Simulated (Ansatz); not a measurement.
Reactions of `C[CH2][GeH]([OH])[OH]`.

Computed with Ansatz on PBE0-D4/def2-TZVP structures; ΔE is electronic, products minus reactants. CBS: MP2 limit from def2 TZ/QZ plus the TZ coupled-cluster correction, frozen cores. This one scheme is used for every species. DFT in def2-TZVPP. B3LYP here is the variant with VWN-RPA as its local correlation; programs differ in this. Elements past krypton have def2 core potentials. For Br, Ga, Ge, In outer-core shells are correlated without core-valence functions, which leaves a few kJ/mol of doubt a bond. Scalar relativity is left out up to krypton. One conformer a species, not always the lowest.

```tsv
reaction	CCSD(T)/CBS(def2) (kcal/mol)
`C[CH2][GeH]([OH])[OH]` + `CC(C)S[SiH3]` → `[OH][GeH]([OH])[SiH3]` + `CCSC(C)C`	21.1
`C[CH2][GeH]([OH])[OH]` + `OB(S)S` → `[OH][GeH]([OH])[OH]` + `CCB(S)S`	?
`C[CH2][GeH]([OH])[OH]` + `CC(C)CCl` → `[OH][GeH]([OH])[Cl]` + `CCCC(C)C`	-25.1
`C[CH2][GeH]([OH])[OH]` + `CCB(O)O[SiH3]` → `[OH][GeH]([OH])[O][SiH3]` + `CCB(O)CC`	16.9
`C[CH2][GeH]([OH])[OH]` + `C=CBr` → `CC/C=C\Br` + `[OH][GeH2][OH]`	5.9
`C[CH2][GeH]([OH])[OH]` + `[NH2][GaH][CH2]F` → `[OH][GeH]([OH])[CH2]F` + `C[CH2][GaH][NH2]`	1.4
`C[CH2][GeH]([OH])[OH]` + `C[O][In]([F])[Cl]` → `C[O][GeH]([OH])[OH]` + `C[CH2][In]([F])[Cl]`	?
`C[CH2][GeH]([OH])[OH]` + `CCC(C)C` → `[OH][GeH2][OH]` + `CCCCC(C)C`	8.9
`C[CH2][GeH]([OH])[OH]` + `[SiH3]S` → `CCS[SiH3]` + `[OH][GeH2][OH]`	?
```

Question: Fill in the missing values. (Best estimate.)

Answer: Ansatz gave: `C[CH2][GeH]([OH])[OH]` + `OB(S)S` → `[OH][GeH]([OH])[OH]` + `CCB(S)S`: +11.8 kcal/mol; `C[CH2][GeH]([OH])[OH]` + `C[O][In]([F])[Cl]` → `C[O][GeH]([OH])[OH]` + `C[CH2][In]([F])[Cl]`: -8.8 kcal/mol; `C[CH2][GeH]([OH])[OH]` + `[SiH3]S` → `CCS[SiH3]` + `[OH][GeH2][OH]`: +11.2 kcal/mol.

Largest T1 diagnostic: 0.016, for `C[O][In]([F])[Cl]`.
